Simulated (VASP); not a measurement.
Consider the following.

```
SrF2
1.0
    0.00000     2.83850     2.83850
    2.83850     0.00000     2.83850
    2.83850     2.83850     0.00000
Sr F
1 2
Direct
  0.00000   0.00000   0.00000
  0.25000   0.25000   0.25000
  0.75000   0.75000   0.75000
```

Computed with LDA (Ceperley-Alder, Perdew-Zunger), VASP's LDA PAW potentials (set 64) (plane waves; VASP). Run with 520 eV cut-off, 9×9×9 Γ-centred mesh, Gaussian smearing of 0.010 eV, potentials Sr_sv F.

Question: Give the direction-averaged independent-particle dielectric function (no local fields, no excitons; a broadening of 0.1 eV leaves a tail below the gap, and fine structure carries the noise of the k-mesh).

Answer: 
```tsv
ħω (eV)	ε₁	ε₂
0.00	2.44	0.00
0.50	2.44	0.00
1.10	2.45	0.00
1.60	2.46	0.00
2.20	2.48	0.00
2.80	2.51	0.01
3.30	2.54	0.01
3.90	2.58	0.01
4.40	2.63	0.01
5.00	2.70	0.01
5.60	2.79	0.02
6.10	2.90	0.03
6.70	3.11	0.05
7.20	3.43	0.21
7.80	3.42	0.39
8.40	3.49	0.51
8.90	3.60	1.06
9.50	3.49	1.37
10.00	4.29	1.50
10.60	3.87	2.59
11.20	1.91	4.35
11.70	1.81	3.45
12.30	0.75	2.20
12.90	1.51	1.60
```
ε₂ peaks at 11.2 eV (height 4.4), 11.7 eV (height 3.4); ε₁(0) averages 2.44, so the electronic refractive index below the gap tends to √2.44 = 1.56.

The compound is SrF2 in the fluorite structure. It was relaxed first, which changed the volume by -6 %.
